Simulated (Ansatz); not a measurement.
ZrO$_{2}$ (tetragonal-ZrO2 type, space group P4_2/nmc)

```
ZrO2
1.0
    3.62104     0.00000     0.00000
    0.00000     3.62104     0.00000
    0.00000     0.00000     5.28293
Zr O
2 4
Direct
  0.00000   0.00000   0.00000
  0.50000   0.50000   0.50000
  0.00000   0.50000   0.19276
  0.00000   0.50000   0.69276
  0.50000   0.00000   0.30724
  0.50000   0.00000   0.80724
```

In this cell atom 1 (Zr, nearest neighbour O at 2.077 Å; its periodic images, 3.6 Å or more away, move with it) is moved by s along Cartesian z, unit vector (0.000, 0.000, 1.000); all other atoms and the cell stay fixed.

Level of theory: PBE (plane waves to 420 eV, PAW, scalar-relativistic; Ansatz, a quantum-chemistry and plane-wave program). k mesh 7×7×5 (Γ-centred), Fermi-Dirac smearing 0.05 eV. Energies are smeared free energies. This is a high-temperature form of ZrO2. ZrO2 is run without spin polarisation. ZrO2 was relaxed with its symmetry unable to fall. ΔE is measured from the undisplaced structure.

```csv
s (Å),ΔE (meV/cell)
-0.210,484
-0.168,312
-0.126,176
-0.084,79
-0.042,20
0.000,0
0.042,20
0.084,79
0.126,176
0.168,312
0.210,484
```

What force constant k = d²E/ds² at s = 0 does the table give?

22 eV/Å². It is the second difference of the nearest points, corrected with the next pair.

With k = 22.34 eV/Å² from the forces, is the well harmonic out to s = 0.210 Å?

½ks² = 493 meV/cell against the computed 484 meV/cell, so the well is close to harmonic there.

(For displaced atoms, the force is minus the slope of the energy, and its curvature is a force constant, which sets phonon frequencies.)
